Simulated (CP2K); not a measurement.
Crystal: SrO.

```
Sr O
1.0
     3.62930    0.00000    0.00000
     1.81465    3.14306    0.00000
     1.81465    1.04769    2.96331
Sr O
1 1
Direct
  0.50000 0.50000 0.50000
  0.00000 0.00000 0.00000
```

Base run:

* Program: CP2K 2026.2
* Functional: PBEsol
* Potentials or basis: POTENTIAL_UZH Sr GTH-PBE-q10, O GTH-PBE-q6; TZVP-MOLOPT-PBE-GTH basis
* Density cutoff: 8163 eV
* k mesh: 9 × 9 × 9
* Occupations: fermi-dirac, width 0.05 eV
* Spin: no spin polarisation

Its results: band gap on the k mesh 3.45 eV, indirect (least direct gap 3.53 eV); pressure 1.2 GPa.

Task: After a change of settings the same cell gave: band gap on the k mesh 3.61 eV, indirect (least direct gap 3.70 eV); pressure 7.5 GPa. Which change was it?
A. functional from PBEsol to PBE; ngrids from 4 to 5
B. functional from PBEsol to RPBE
C. functional from PBEsol to PBE

Result: B.

RPBE binds less tightly than PBEsol, so the same cell stands under more pressure.

Caveats: the potentials were made for another functional, which shifts forces and pressure; the basis of atomic orbitals isn't converged, which shifts pressures, moduli and gaps.
